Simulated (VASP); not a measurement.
**SiC: relaxation of cell and atoms with PBEsol**

Crystal: SiC.

```
Si C
1.0
     0.00000    2.17900    2.17900
     2.17900    0.00000    2.17900
     2.17900    2.17900    0.00000
Si C
1 1
Direct
  0.00000 0.00000 0.00000
  0.25000 0.25000 0.25000
```

```yaml
Program: VASP 6.6.1
Task: relaxation of cell and atoms
Functional: PBEsol
Potentials_or_basis: VASP PAW PBE potentials, release 64 (Si, C)
Cutoff: 600 eV
k_mesh: 10 × 10 × 10
Occupations: gaussian, width 0.03 eV
Spin: no spin polarisation
Further_INCAR_settings: ALGO = Normal; EDIFF = 1e-07; IBRION = 2; EDIFFG = -0.005; NSW = 90; ISIF = 3
```

- Pressure after relaxing: 0.0 GPa
- Band gap on the k mesh: 1.23 eV, indirect (least direct gap 4.44 eV)

Final structure:
```
Si C
1.0
     0.00000    2.17900    2.17900
     2.17900    0.00000    2.17900
     2.17900    2.17900    0.00000
Si C
1 1
Direct
  0.00000 0.00000 0.00000
  0.25000 0.25000 0.25000
```

Levels at points of the mesh, in eV from the valence-band top:
```tsv
k point	band 1	band 2	band 3	band 4	band 5	band 6	band 7	band 8
(0.00, 0.00, 0.00)	-15.42	0.00	0.00	0.00	6.19	7.24	7.24	7.24
(0.50, 0.00, 0.00)	-11.82	-8.60	-1.06	-1.06	5.37	7.14	7.14	9.92
(0.50, 0.50, 0.00)	-10.36	-7.83	-3.21	-3.21	1.23	4.20	13.95	13.95
```

Wall time 5.6 s on 1 thread of Intel(R) Xeon(R) 6975P-C (Granite Rapids), on a shared host, peak memory 0.15 GiB.

Caveat: the relaxation stopped at its first step, so nothing moved; the PAW data sets were made with another functional, which shifts forces and pressure a little. A k mesh can miss the band edges.
